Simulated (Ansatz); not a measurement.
**Ni$_{2}$Si: strain energy, fitted**

Ni$_{2}$Si, P6_3/mmc, a = 3.868 Å, c = 4.917 Å. The structure is a COD entry; whether it is the stable form wasn't checked. Ansatz: PBEsol, PAW, 420 eV, Γ-centred 12×12×8 mesh on 6 atoms, Gaussian smearing 0.10 eV; no spin polarisation. Series: biaxial strain in the a-b plane, c and atoms relaxed; x is the strain in per cent. y is the free energy over the unstrained cell, V0 = 10.621 Å³/atom.

```tsv
x (%)	y (meV/atom)
-6.0	139.13
-4.0	59.45
-2.0	14.30
0.0	0.00
2.0	13.05
4.0	49.64
6.0	?
```

Fit y = c2 x² + c3 x³ to the other rows, turn c2 into a modulus, and predict the missing energy.

Least squares on the rows shown. y = 3.4083 x² − 0.076155 x³. In eV per unit strain² c2 is 34.08; M is the biaxial modulus (E = M V0 ε²): 34.08 × 160.2 / (10.621) = 514 GPa. At x = 6.0 the fit asked for gives 106.25 meV/atom. The run gave 106.06 meV/atom, so the fit is 0.19 meV/atom too high, 0.14 % of the span of the series, against an rms of 0.04 meV/atom on the fitted rows. The row lies outside the fitted range. With a term in x⁴ added, a fit to the same known rows predicts 105.97 meV/atom, a smaller miss on the other side.